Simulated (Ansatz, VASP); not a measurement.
Al in VASP and in Ansatz

```
Al
1.0
     2.89694    0.00000    0.00000
    -1.44847    2.50882    0.00000
     0.00000    0.00000    9.61404
Al
4
Direct
  0.00000 0.00000 0.00000
  0.00000 0.00000 0.50000
  0.33333 0.66667 0.25000
  0.66667 0.33333 0.75000
```

Alike in both runs: task single point; functional revPBE; k mesh 14 × 14 × 4; occupations fermi-dirac, width 0.1 eV; no spin polarisation.

```csv
,VASP,Ansatz
version,VASP 6.6.1,Ansatz 0.2.0
potentials or method,"VASP PAW PBE potentials, release 64 (Al)","plane waves (420 eV) with PAW, scalar-relativistic"
plane-wave cutoff (eV),520,420
valence electrons in the cell,12,12
```

```csv
,VASP,Ansatz,Ansatz less VASP
pressure (GPa),-2.8,-2.7,+0.15
largest component of the traceless stress (GPa),0.35,0.33,-0.012
```

The functional is the same, so the differences come from potentials, cutoffs and numerics.

Caveats: the PAW data sets were made with another functional, which shifts forces and pressure a little (VASP).
